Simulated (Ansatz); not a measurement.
Input of an Ansatz 0.2.0 run:

File input.yaml:

```yaml
crystal:
  lattice:
    - [2.9065, 0.0, 0.0]
    - [-1.45325, 2.5171028361, 0.0]
    - [0.0, 0.0, 2.8366]
  atoms:
    - { symbol: W, position: [0.0, 0.0, 0.0] }
    - { symbol: C, position: [0.6666666667, 0.3333333333, 0.5] }
kpoints:
  mp_grid: { grid: [7, 7, 6] }
scf:
  occupations: { method: fermi_dirac, width: 0.06 }
hamiltonian:
  xc: pbe
  pseudopotentials: { kind: all_electron, lapw: { basis_error: 0.003 } }
output:
  forces: true
  stress: true
  eigenvalues: true
```

Potentials or basis: all-electron LAPW, scalar-relativistic.

Run with:

```console
$ ansatz run input.yaml --threads 1 --pin off --max-ram 3072MiB --backend cpu --events-out ev --progress --plain --runs-dir out
```

Problem. Predict the band gap on the k mesh.

Solution. None (metal or under the smearing width).

Problem. What does it give for the pressure?

Solution. 6.1 GPa.

Stress tensor (GPa, compression positive):
```
6.56 0.00 0.00
0.00 6.56 0.00
0.00 0.00 5.19
```

Caveat: the k mesh is coarse (spacing up to 0.37 Å⁻¹), so the values aren't converged. The run has no spin-orbit coupling, so splittings on W are missing.
